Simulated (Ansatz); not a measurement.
**LiF (Fm-3m): zero-pressure volume and bulk modulus with rPW86-PBE + rVV10**

The task here is to estimate one member of a computed series from the others.

Program: Ansatz 0.2.0. Level of theory: DFT rPW86-PBE + rVV10, scalar-relativistic, plane waves, PAW. These are calculated values, not measurements.

## The system as given

The structure is cubic, space group Fm-3m (No. 225). Conventional cell: a = 4.028 Å, b = 4.028 Å, c = 4.028 Å, α = 90.00°, β = 90.00°, γ = 90.00°. Li (site symmetry m-3m) is surrounded by 6 F at 2.01 Å. F (site symmetry m-3m) has 6 Li at 2.01 Å in its first shell of neighbours.

Coordinates:

```
CELL_PARAMETERS angstrom
0.00000 2.01400 2.01400
2.01400 0.00000 2.01400
2.01400 2.01400 0.00000
ATOMIC_POSITIONS crystal
Li 0.00000 0.00000 0.00000
F 0.50000 0.50000 0.50000
```

An earlier run on this cell at PBE gave 2.12 GPa at 8.169 Å³/atom (10×10×10 mesh), mesh gap 9.09 eV.

The first run:

input.yaml reads:

```yaml
crystal:
  lattice:
    - [0.0, 2.0140017468, 2.0140017468]
    - [2.0140017468, 0.0, 2.0140017468]
    - [2.0140017468, 2.0140017468, 0.0]
  atoms:
    - { symbol: Li, position: [0.0, 0.0, 0.0] }
    - { symbol: F, position: [0.5, 0.5, 0.5] }
basis:
  ecutwfc: 420
  ecutrho_ratio: 4
kpoints:
  mp_grid: { grid: [10, 10, 10] }
hamiltonian:
  xc: { exchange: rpw86, correlation: pbe }
  dispersion: rvv10
scf:
  occupations: { method: gaussian, width: 0.05 }
output:
  forces: true
  stress: true
  eigenvalues: true
```

On the command line:

```bash
$ ansatz run input.yaml --threads 4 --pin off --max-ram 8192MiB --backend cpu --events-out ev --progress --plain --runs-dir out
```

Among the steps run: At the given cell; Stepping to 8.202 Å³/atom; Stepping to 8.186 Å³/atom; Volume × 0.98 of the new zero; Volume × 1.02 of the new zero; Volume × 0.96 of the new zero; Volume × 1.04 of the new zero.

One table of the session follows, with a row left open; its other results are not shown here.

It belongs to the step «Energy and pressure against volume». 

```
volume (Å³/atom)  energy (meV/atom)  pressure (GPa)
           7.858               3.33            3.28
           8.022               0.81            1.56
           8.186               0.00            0.00
           8.350                  ?               ?
           8.513               2.87           -2.67
```

Estimate the missing values for volume (Å³/atom) = 8.350.

Worked estimate for «energy (meV/atom)». A straight line through the neighbours (8.186, 0.00) and (8.513, 2.87) gives 0.00 + (2.87 − 0.00) × (8.350 − 8.186) / (8.513 − 8.186) = 1.44; a parabola fitted to 3 rows on both sides gives 0.69.

As computed: energy (meV/atom): 0.78; pressure (GPa): -1.40. In «energy (meV/atom)» the line misses by +0.66 and the parabola by -0.09.
